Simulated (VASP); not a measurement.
Input of a VASP 6.6.1 run:

Contents of INCAR:

```
SYSTEM = Pb
  AGGAC = 0.0
  ALGO = Normal
  EDIFF = 1E-6
  EDIFFG = -0.01
  ENCUT = 600
  GGA = BO
  IBRION = 2
  ISIF = 3
  ISMEAR = -1
  LASPH = .True.
  LCHARG = .False.
  LREAL = .False.
  LUSE_VDW = .True.
  LWAVE = .False.
  NELM = 100
  NSW = 40
  PARAM1 = 0.1833333333
  PARAM2 = 0.22
  PREC = Accurate
  SIGMA = 0.05
```

Contents of KPOINTS:

```
k-points
0
Gamma
  9 9 9
  0 0 0
```

File POSCAR:

```
Pb
1.0
    0.0000000000      2.4750200000      2.4750200000
    2.4750200000      0.0000000000      2.4750200000
    2.4750200000      2.4750200000      0.0000000000
Pb
1
Direct
    0.0000000000      0.0000000000      0.0000000000
```

Potentials or basis: VASP PAW PBE potentials, release 64 (Pb_d).

Run with:

```console
$ cat potpaw_PBE.64/Pb_d/POTCAR > POTCAR
$ mpirun -np 1 vasp_std > vasp.out
```

**Question.** Predict the relaxed cell.

**Answer.** a = 3.546 Å, b = 3.546 Å, c = 3.546 Å, α = 60.00°, β = 60.00°, γ = 60.00°.

**Question.** Predict the space group after relaxing (to 0.05 Å).

**Answer.** Fm-3m (No. 225).

**Question.** What does it give for the relaxed volume?

**Answer.** 31.54 Å³/atom.

Step by step:
```
step  energy change (eV)  largest force (eV/Å)  pressure (GPa)  volume (Å³)
   1              0.0000                0.0000            1.83        30.32
   2             -0.0063                0.0000           -0.44        31.87
   3             -0.0067                0.0000            0.01        31.54
```

Caveat: the PAW data sets were made with another functional, which shifts forces and pressure a little. The run has no spin-orbit coupling, so splittings on Pb are missing.

The cell as given is a measured one (30.32 Å³/atom); optB88-vdW puts the equilibrium volume +4.0 % from it, thermal expansion not counted.
